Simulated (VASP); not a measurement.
**BP in VASP 6.6.1, single-point calculation**

INCAR

```
SIGMA = 0.01
NSW = 0
LASPH = .FALSE.
NBANDS = 11
LWAVE = .FALSE.
EDIFF = 1E-7
ENCUT = 520
METAGGA = R2SCAN
PREC = Accurate
ISMEAR = 0
LREAL = .FALSE.
ISIF = 2
ALGO = Normal
LCHARG = .FALSE.
IBRION = -1
NELM = 97
```

KPOINTS

```
KPOINTS created by Atomic Simulation Environment
0
Gamma
10 10 10
0 0 0
```

POSCAR

```
B  P
 1.0000000000000000
     0.0000000000000000    2.2002661989000001    2.2002661989000001
     2.2002661989000001    0.0000000000000000    2.2002661989000001
     2.2002661989000001    2.2002661989000001    0.0000000000000000
 B   P
   1   1
Cartesian
  0.0000000000000000  0.0000000000000000  0.0000000000000000
  1.1001330994499998  1.1001330994499998  1.1001330994499998
```

The recommended PBE PAW datasets give the neutral cell 8 valence electrons.

Command

```
mpirun -np 1 vasp_std
```

OSZICAR

```
N       E                     dE             d eps       ncg     rms          rms(c)
DAV:   1     0.496409334958E+01    0.49641E+01   -0.41575E+03  1042   0.681E+02
DAV:   2    -0.186444096783E+02   -0.23609E+02   -0.22413E+02  1345   0.116E+02
DAV:   3    -0.192219934798E+02   -0.57758E+00   -0.57551E+00  1326   0.160E+01
DAV:   4    -0.192238754538E+02   -0.18820E-02   -0.18818E-02  1184   0.104E+00
DAV:   5    -0.192238838648E+02   -0.84110E-05   -0.84109E-05  1281   0.695E-02    0.903E+00
DAV:   6    -0.172830438515E+02    0.19408E+01   -0.12361E+00  1210   0.612E+00    0.539E+00
DAV:   7    -0.172118405192E+02    0.71203E-01   -0.28928E-01  1235   0.291E+00    0.154E+00
DAV:   8    -0.172082567636E+02    0.35838E-02   -0.18098E-02  1249   0.104E+00    0.194E-01
DAV:   9    -0.172085440753E+02   -0.28731E-03   -0.10294E-03  1229   0.221E-01    0.776E-02
DAV:  10    -0.172086119356E+02   -0.67860E-04   -0.95550E-05  1147   0.669E-02    0.225E-02
DAV:  11    -0.172086107369E+02    0.11987E-05   -0.12921E-05  1243   0.220E-02    0.140E-02
DAV:  12    -0.172086113016E+02   -0.56468E-06   -0.67538E-07  1259   0.598E-03    0.236E-03
DAV:  13    -0.172086114759E+02   -0.17434E-06   -0.18884E-07   664   0.236E-03    0.172E-03
DAV:  14    -0.172086114568E+02    0.19056E-07   -0.84341E-09   607   0.734E-04
   1 F= -.17208611E+02 E0= -.17208611E+02  d E =-.499126E-75
```

From OUTCAR

```
k-points           NKPTS =     47   k-points in BZ     NKDIM =     47   number of bands    NBANDS=     11

   NELECT =       8.0000    total number of electrons

   dimension x,y,z NGX =    24 NGY =   24 NGZ =   24
   dimension x,y,z NGXF=    48 NGYF=   48 NGZF=   48

  energy-cutoff  :      520.00
  volume of cell :       21.30
      direct lattice vectors                 reciprocal lattice vectors
     0.000000000  2.200266199  2.200266199    -0.227245231  0.227245231  0.227245231
     2.200266199  0.000000000  2.200266199     0.227245231 -0.227245231  0.227245231
     2.200266199  2.200266199  0.000000000     0.227245231  0.227245231 -0.227245231

 k-points in reciprocal lattice and weights: KPOINTS created by Atomic Simulation Env
   0.00000000  0.00000000  0.00000000       0.001
   0.10000000  0.00000000  0.00000000       0.008
   0.20000000  0.00000000  0.00000000       0.008
   0.30000000  0.00000000  0.00000000       0.008
   0.40000000  0.00000000  0.00000000       0.008
   0.50000000  0.00000000  0.00000000       0.004
   0.10000000  0.10000000  0.00000000       0.006
   0.20000000  0.10000000  0.00000000       0.024
   ...

 E-fermi :   8.6495

 k-point     1 :       0.0000    0.0000    0.0000
  band No.  band energies     occupation
      1      -8.6131      2.00000
      2       8.5221      2.00000
      3       8.5221      2.00000
      4       8.5221      2.00000
      5      12.3223      0.00000
      6      12.3223      0.00000
      7      12.3223      0.00000
      8      18.0510      0.00000
      9      21.4401      0.00000
     10      21.4401      0.00000
     11      21.6753      0.00000

 k-point     2 :       0.1000    0.0000    0.0000
  band No.  band energies     occupation
      1      -8.4093      2.00000
      2       7.0799      2.00000
      3       8.1861      2.00000
      4       8.1861      2.00000
      5      12.7909      0.00000
      6      12.7909      0.00000
      7      12.9040      0.00000
      8      18.4889      0.00000
      9      20.7068      0.00000
     10      20.7068      0.00000
     11      22.3194      0.00000

 k-point     3 :       0.2000    0.0000    0.0000
  band No.  band energies     occupation
      1      -7.8043      2.00000
      2       4.4720      2.00000
      3       7.5545      2.00000
      4       7.5545      2.00000
      5      13.3202      0.00000
      6      13.5910      0.00000
      7      13.5910      0.00000
      8      19.4265      0.00000
      9      20.0755      0.00000
     10      20.0755      0.00000
     11      23.2104      0.00000

 k-point     4 :       0.3000    0.0000    0.0000
  band No.  band energies     occupation
      1      -6.8264      2.00000
      2       1.8239      2.00000
      3       7.0061      2.00000
      4       7.0061      2.00000
      5      13.3493      0.00000
      6      13.8797      0.00000
      7      13.8797      0.00000
      8      19.9679      0.00000
      9      20.8297      0.00000
     10      20.8297      0.00000
     11      23.6331      0.00000

 k-point     5 :       0.4000    0.0000    0.0000
  band No.  band energies     occupation
      1      -5.5851      2.00000
      2      -0.4791      2.00000
      3       6.6603      2.00000
      4       6.6603      2.00000
      5      13.2882      0.00000
      6      13.7203      0.00000
      7      13.7203      0.00000
      8      19.8947      0.00000
      9      22.8512      0.00000
     10      22.8512      0.00000
     11      24.7024      0.00000

 ...

  Total        2.3559951      2.3559951      2.3559951      0.0000000      0.0000000      0.0000000
  in kB      177.1859546    177.1859546    177.1859546      0.0000000      0.0000000      0.0000000
  external PRESSURE =     177.1859546 kB  Pullay stress =       0.0000000 kB

 POSITION                                       TOTAL-FORCE (eV/Angst)
 -----------------------------------------------------------------------------------
      0.00000      0.00000      0.00000         0.000000      0.000000      0.000000
      1.10013      1.10013      1.10013        -0.000000     -0.000000     -0.000000
 -----------------------------------------------------------------------------------
    total drift:                               -0.000000     -0.000000     -0.000000

  FREE ENERGIE OF THE ION-ELECTRON SYSTEM (eV)
  ---------------------------------------------------
  free  energy   TOTEN  =       -17.2086114568 eV

  energy  without entropy=      -17.2086114568  energy(sigma->0) =      -17.20861146
```

It converged. Results: gap between bands v and c on the k mesh 1.32 eV; least direct gap on the k mesh 3.80 eV; pressure 17.7 GPa. Band v is the last that the valence electrons fill when counted band by band, and c is the next.

For comparison, a separate r²SCAN run of the intended cell, on usual settings and not on those above, gives a gap of 1.32 eV on its mesh and a pressure of 17.7 GPa.

The run above took about 23 s on one core of a shared host (Intel Xeon Platinum 8488C) and held 0.14 GiB at most.
